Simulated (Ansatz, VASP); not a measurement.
**AlN: VASP beside Ansatz**

```xyz
2
Lattice="0.0000 2.1840 2.1840 2.1840 0.0000 2.1840 2.1840 2.1840 0.0000" Properties=species:S:1:pos:R:3 pbc="T T T"
Al    0.0000    0.0000    0.0000
N     1.0920    1.0920    1.0920
```

Measurements of this composition are mostly on another form, of space group No. 186.

Alike in both runs: task relaxation of cell and atoms; functional revPBE; k mesh 10 × 10 × 10; occupations fermi-dirac, width 0.05 eV; no spin polarisation.

|  | VASP | Ansatz |
| --- | --- | --- |
| version | VASP 6.6.1 | Ansatz 0.2.0 |
| potentials or method | VASP PAW PBE potentials, release 64 (Al, N), cutoff 600 eV | all-electron LAPW, scalar-relativistic |

|  | VASP | Ansatz | Ansatz less VASP |
| --- | --- | --- | --- |
| relaxed volume (Å³/atom) | 10.79 | 10.81 | +0.027 |
| relaxed cell length with the largest relative difference (Å) | 3.125 | 3.127 | +0.0026 |
| energy change over the relaxation (meV/atom) | -8 | -9 | -1.2 |

Ansatz ran all-electron here, so the differences hold the error of VASP's frozen core and of both bases.

Caveats: the PAW data sets were made with another functional, which shifts forces and pressure a little (VASP). Expect the measured gap to be larger: semilocal functionals such as revPBE lack the derivative discontinuity. A k mesh can miss the band edges.
